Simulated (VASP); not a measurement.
# Co (P-3m1) in VASP: notebook

Runs on Co. Level: LDA. Tasks: single point.

All numbers are computed with VASP 6.6.1; they aren't measurements. Logs are shortened: lines on timing, memory, paths and dates and some standing lists are left out, and cuts for length are marked.

### Step 1. The crystal as given

The structure is trigonal, space group P-3m1 (No. 164). The conventional cell has a = 2.487 Å, b = 2.487 Å, c = 4.063 Å, α = 90.00°, β = 90.00°, γ = 120.00°. Co (site symmetry 3m) has 12 Co at 2.42 to 2.55 Å as nearest neighbours.

This isn't the form of Co at room conditions, which is hcp.

### Step 2. Single point, LDA, collinear spin, ferromagnetic start

Contents of INCAR:

```
PREC = Accurate
ENCUT = 650
EDIFF = 1E-6
ISMEAR = -1
SIGMA = 0.1
LREAL = False
LASPH = True
NELM = 100
ALGO = Normal
ISIF = 2
LWAVE = False
LCHARG = False
ISPIN = 2
MAGMOM = 2 2
LORBIT = 11
LMAXMIX = 4
GGA = CA
NBANDS = 20
ADDGRID = False
```

Contents of KPOINTS:

```
Automatic mesh
0
Gamma
  9 9 5
```

Contents of POSCAR:

```
Co
1.0
    2.4873648738      0.0000000000      0.0000000000
   -1.2436824369      2.1541211692      0.0000000000
    0.0000000000      0.0000000000      4.0632895034
Co
2
Direct
    0.3275520000      0.6759820000      0.7288160000
    0.6891290000      0.3188900000      0.2643300000
```

Potentials or basis: VASP PAW LDA potentials, release 64 (Co).

The run is started by

```console
> cat potpaw_LDA.64/Co/POTCAR > POTCAR
> mpirun -np 1 vasp_std > vasp.out
```

OUTCAR:

```text
PREC = Accurate
   ENCUT = 650
   EDIFF = 1E-6
   ISMEAR = -1
   LREAL = False
   LASPH = True
   NELM = 100
   ISIF = 2
   ISPIN = 2
   LORBIT = 11
   GGA = CA

 Found    203 irreducible k-points:

 Following reciprocal coordinates:
            Coordinates               Weight
  0.000000  0.000000  0.000000      1.000000
  0.111111 -0.000000  0.000000      2.000000
  0.000000  0.111111  0.000000      2.000000
 -0.111111  0.111111  0.000000      2.000000
  0.222222  0.000000  0.000000      2.000000
  0.000000  0.222222  0.000000      2.000000
   k-points           NKPTS =    203   k-points in BZ     NKDIM =    203   number of bands    NBANDS=     20
   number of dos      NEDOS =    301   number of ions     NIONS =      2
   total plane-waves  NPLWV =  20736
   dimension x,y,z NGX =    24 NGY =   24 NGZ =   36
   dimension x,y,z NGXF=    48 NGYF=   48 NGZF=   72
   ions per type =               2
   NGX,Y,Z   is equivalent  to a cutoff of  16.04, 16.04, 14.73 a.u.
   NGXF,Y,Z  is equivalent  to a cutoff of  32.08, 32.08, 29.46 a.u.
 SYSTEM =  unknown system
   PREC   = accura    normal or accurate (medium, high low for compatibility)
   ISTART =      0    job   : 0-new  1-cont  2-samecut
   ICHARG =      2    charge: 1-file 2-atom 10-const
   ISPIN  =      2    spin polarized calculation?
   LNONCOLLINEAR =      F non collinear calculations
   LSORBIT =      F    spin-orbit coupling
   LASPH  =      T    aspherical Exc in radial PAW
   ENCUT  =  650.0 eV  47.77 Ry    6.91 a.u.   5.17  5.17  8.45*2*pi/ulx,y,z
   NELM   =    100;   NELMIN=  2; NELMDL= -5     # of ELM steps
   EDIFF  = 0.1E-05   stopping-criterion for ELM
   LREAL  =      F    real-space projection
   EDIFFG = 0.1E-04   stopping-criterion for IOM
   NSW    =      0    number of steps for IOM
   IBRION =     -1    ionic relax: 0-MD 1-quasi-New 2-CG
   NFREE  =      0    steps in history (QN), initial steepest desc. (CG)
   ISIF   =      2    stress and relaxation
   ISYM   =      2    0-nonsym 1-usesym 2-fastsym
   POTIM  = 0.5000    time-step for ionic-motion
   TEBEG  =    0.0;   TEEND  =   0.0 temperature during run
   PSTRESS=    0.0 pullay stress
   NELECT =      18.0000    total number of electrons
   NUPDOWN=      -1.0000    fix difference up-down
   EMIN   =  10.00;   EMAX   =-10.00  energy-range for DOS
   EFERMI =   0.00;   METHOD = LEGACY
   ISMEAR =    -1;   SIGMA  =   0.10  broadening in eV -4-tet -1-fermi 0-gaus
   EFERMI_NEDOS =   21; number of points for ismear=-14 and -15
   IALGO  =     38    algorithm
   IMIX   =      4    mixing-type and parameters
     AMIX     =   0.40;   BMIX     =  1.00
     AMIX_MAG =   1.60;   BMIX_MAG =  1.00
  volume/ion in A,a.u.               =      10.89        73.46
  Fermi-wavevector in a.u.,A,eV,Ry     =   1.536514  2.903591 32.121660  2.360875
  Thomas-Fermi vector in A             =   2.643152
   LORBIT       =     11    0 simple, 1 ext, 2 COOP (PROOUT), +10 PAW based schemes
   GGA     = CA    functional components
   LHFCALC =     F    Hartree Fock is set to
   AEXX    =    0.0000 exact exchange contribution
   IVDW    =     0    specifies the selected vdW correction
   LEPSILON=     F    determine dielectric tensor
   LRPA    =     F    only Hartree local field effects (RPA)
 spin polarized calculation
  energy-cutoff  :      650.00
  volume of cell :       21.77
 maximum number of plane-waves:       836
 NGX is ok and might be reduce to    24
   NGX = 11   NGY = 11   NGZ = 17

 number of electron      18.0000000 magnetization       3.0259139

 Free energy of the ion-electron system (eV)
  ---------------------------------------------------
  ext. energy  EPLUGINS =         0.00000000
  ---------------------------------------------------
  free energy    TOTEN  =       -16.09308981 eV

  energy without entropy =      -16.03328121  energy(sigma->0) =      -16.06318551

 E-fermi :   9.8971     XC(G=0): -13.7033

 val. band max:        9.8753093392   @ k =   0.0000   0.2222   0.2000
 cond. band min:       9.8988903710   @ k =   0.0000  -0.2222   0.2000
 fundamental gap:      0.0235810318
 Fermi energy:         9.8971387441

 spin component 1

 k-point     1 :       0.0000    0.0000    0.0000
  band No.  band energies     occupation
      1       0.9776      1.00000
      2       4.7819      1.00000
      3       7.2990      1.00000
      4       7.3688      1.00000
      5       7.4477      1.00000
      6       7.6811      1.00000
[... 12 lines left out ...]
     19      36.0586      0.00000
     20      36.2142      0.00000
[... 93 lines left out ...]
 k-point     6 :       0.0000    0.2222    0.0000
  band No.  band energies     occupation
      1       2.6146      1.00000
      2       5.5759      1.00000
      3       6.5603      1.00000
      4       6.9130      1.00000
      5       7.3463      1.00000
      6       7.6812      1.00000
[... 12 lines left out ...]
     19      34.9596      0.00000
     20      38.3638      0.00000

 [... further k-points ...]

 spin component 2

 k-point     1 :       0.0000    0.0000    0.0000
  band No.  band energies     occupation
      1       1.1461      1.00000
      2       5.6412      1.00000
      3       8.6249      1.00000
      4       8.7470      0.99999
      5       8.8467      0.99997
      6       9.0743      0.99973
[... 12 lines left out ...]
     19      36.4634      0.00000
     20      36.5707      0.00000
[... 93 lines left out ...]
 k-point     6 :       0.0000    0.2222    0.0000
  band No.  band energies     occupation
      1       2.8047      1.00000
      2       6.5629      1.00000
      3       7.6653      1.00000
      4       8.0595      1.00000
      5       8.6327      1.00000
      6       9.0666      0.99975
[... 12 lines left out ...]
     19      35.1113      0.00000
     20      38.6391      0.00000

 [... further k-points ...]

------------------------ aborting loop because EDIFF is reached ----------------------------------------

  FORCE on cell =-STRESS in cart. coord.  units (eV):
  Direction    XX          YY          ZZ          XY          YZ          ZX
  --------------------------------------------------------------------------------------
  -------------------------------------------------------------------------------------
  Total       -2.4895524     -2.2490198     -2.1667344      0.2296059     -0.0980292      0.1971792
  in kB     -183.2080149   -165.5070426   -159.4515980     16.8968677     -7.2140405     14.5105661
  external PRESSURE =    -169.3888852 kB  Pullay stress =       0.0000000 kB

 VOLUME and BASIS-vectors are now :
 -----------------------------------------------------------------------------
  energy-cutoff  :      650.00
  volume of cell :       21.77
      direct lattice vectors                 reciprocal lattice vectors
     2.487364874  0.000000000  0.000000000     0.402031889  0.232113220  0.000000000
    -1.243682437  2.154121169  0.000000000     0.000000000  0.464226439  0.000000000
     0.000000000  0.000000000  4.063289503     0.000000000  0.000000000  0.246106018

 POSITION                                       TOTAL-FORCE (eV/Angst)
 -----------------------------------------------------------------------------------
     -0.02597      1.45615      2.96139         0.246132     -0.123711      0.901160
      1.31752      0.68693      1.07405        -0.246132      0.123711     -0.901160
 -----------------------------------------------------------------------------------
    total drift:                                0.000000     -0.000000     -0.000008

  FREE ENERGIE OF THE ION-ELECTRON SYSTEM (eV)
  ---------------------------------------------------
  free  energy   TOTEN  =       -16.0930898131 eV

  energy  without entropy=      -16.0332812082  energy(sigma->0) =      -16.06318551

 total charge

# of ion       s       p       d       tot
------------------------------------------
    1        0.492   0.517   7.292   8.300
    2        0.492   0.517   7.292   8.300
--------------------------------------------------
tot          0.983   1.034  14.584  16.601

 magnetization (x)

# of ion       s       p       d       tot
------------------------------------------
    1       -0.013  -0.040   1.569   1.516
    2       -0.013  -0.040   1.569   1.516
--------------------------------------------------
tot         -0.027  -0.079   3.138   3.032
```

stdout:

```text
POSCAR found type information on POSCAR Co
 POSCAR found :  1 types and       2 ions
 scaLAPACK will be used
 LDA part: xc-table for (Slater(with rela. corr.)+CA(PZ))
 , standard interpolation
 POSCAR, INCAR and KPOINTS ok, starting setup
 FFT: planning ... GRIDC
 FFT: planning ... GRID_SOFT
 FFT: planning ... GRID
 WAVECAR not read
 entering main loop
```

Run time: 72 s. Hardware: 1 thread of Intel Xeon 6975P-C (Granite Rapids), shared host; peak memory 0.27 GiB.

These settings aren't checked as converged: the numbers below hold their error.

What came out:

```
Free energy                                           : -16.0931 eV
Pressure                                              : -16.9 GPa
Largest force                                         : 0.942 eV/Å
Band gap on the k mesh                                : none (metal or under the smearing width)
Net moment                                            : 3.03 μB per cell
Site moments                                          : Co +1.52 μB
Valence electrons inside the program's atomic spheres : Co 8.30
```

### Step 3. Single point, LDA, collinear spin, ferromagnetic start

INCAR: that of step 2 with these lines changed.

```diff
@@ -1,3 +1,3 @@
 PREC = Accurate
-ENCUT = 650
+ENCUT = 460
 EDIFF = 1E-6
```

Contents of KPOINTS:

```
Automatic mesh
0
Gamma
  11 11 6
```

Contents of POSCAR:

```
Co
1.0
    2.4873648738      0.0000000000      0.0000000000
   -1.2436824369      2.1541211692      0.0000000000
    0.0000000000      0.0000000000      4.0632895034
Co
2
Direct
    0.3333333333      0.6666666667      0.7401390000
    0.6666666667      0.3333333333      0.2598610000
```

Potentials or basis: VASP PAW LDA potentials, release 64 (Co).

The run is started by

```console
> cat potpaw_LDA.64/Co/POTCAR > POTCAR
> mpirun -np 1 vasp_std > vasp.out
```

Wall time 24 s (1 thread of Intel Xeon 6975P-C (Granite Rapids), shared host); peak memory 0.15 GiB.

These settings aren't checked as converged: the numbers below hold their error.

Results:

```yaml
Free_energy: -16.1491 eV
Pressure: -18.7 GPa
Largest_force: 0.427 eV/Å
Band_gap_on_the_k_mesh: none (metal or under the smearing width)
Net_moment: 3.07 μB per cell
Site_moments: Co +1.54 μB
Valence_electrons_inside_the_program's_atomic_spheres: Co 8.28
```

[end of part 1 of 3]
